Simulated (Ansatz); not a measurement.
**Coordination and ¹⁸¹Ta quadrupole coupling in TaN under strain**

Cell: a COD entry, relaxed with PBE at fixed cell and then changed (z compressed by 3 %, ions relaxed).

```yaml
crystal:
  lattice:
    - [5.19600, 0.00000, 0.00000]
    - [-2.59800, 4.49987, 0.00000]
    - [0.00000, 0.00000, 2.82367]
  atoms:
    - { symbol: Ta, position: [0.33333, 0.66667, 0.50000] }
    - { symbol: Ta, position: [0.66667, 0.33333, 0.50000] }
    - { symbol: Ta, position: [0.00000, 0.00000, 0.00000] }
    - { symbol: N, position: [0.39284, 0.00000, 0.00000] }
    - { symbol: N, position: [0.60716, 0.60716, 0.00000] }
    - { symbol: N, position: [0.00000, 0.39284, 0.00000] }
```

Sites (sets of like atoms) are named by element and the number of their first atom in this list.

Level of theory: DFT, PBE, plane waves and PAW, scalar-relativistic, collinear spin, 420 eV cutoff, Γ-centred 10×10×16 k-points, Fermi–Dirac smearing 0.05 eV (Ansatz 0.2.0). Start moments as typed (μB): 2 on each Ta, none on the rest.

Q(¹⁸¹Ta) = 3170 mb.

Problem. Rank these Ta sites by |C_Q|, smallest first.
A. Ta3: 3 N at 2.04 Å; also 3 N at 3.15 Å
B. Ta1: 6 N at 2.13 Å

Solution. A (734 MHz, η = 0.00), B (1750 MHz, η = 0.00).

An axis of threefold or higher order runs through Ta3 and Ta1, so V_zz lies along it and η is zero.

With no gap above 0.1 eV, as in a metal, the gradients converge slowly in k; expect changes of a tenth or more on a denser mesh. Without spin–orbit coupling the gradients at and beside Ta can be off by some per cent, at some sites by more. With these PAW files V_zz is typically within 2 to 3 % of all-electron values, but misses above 10 % occur on Ta. At this changed cell the PBE pressure is 16 GPa. The start moments die out, and the run ends without spin.
